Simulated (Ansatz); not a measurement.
Ir:

```xyz
2
Lattice="2.7514 0.0000 0.0000 -1.3757 2.3828 0.0000 0.0000 0.0000 4.4623" Properties=species:S:1:pos:R:3 pbc="T T T"
Ir    0.0000    1.5885    1.1156
Ir    1.3757    0.7943    3.3467
```

This isn't the form of Ir at room conditions, which is fcc.

Program: Ansatz 0.2.0. Alike in all runs: task band structure; potentials or basis Ansatz PAW; no spin polarisation; cell as given; smearing fermi-dirac 0.05 eV.

Question: Order these runs on this cell by their pressure, lowest first.
A. level BLYP; k mesh 11 × 11 × 6; cutoff (eV) 420
B. level r2SCAN; k mesh 11 × 11 × 6; cutoff (eV) 500
C. level PBEsol; k mesh 11 × 11 × 6; cutoff (eV) 420
D. level RPBE; k mesh 11 × 11 × 6; cutoff (eV) 420
E. level LDA; k mesh 8 × 8 × 5; cutoff (eV) 420

Answer: E (-17.0 GPa), C (-12.4 GPa), B (-8.7 GPa), D (2.8 GPa), A (15.3 GPa).

Caveats: the PAW data sets come from PBE, with cores solved anew for the run's functional, which leaves a small shift of forces and pressure.

Runs at the PBE level aren't shown here.
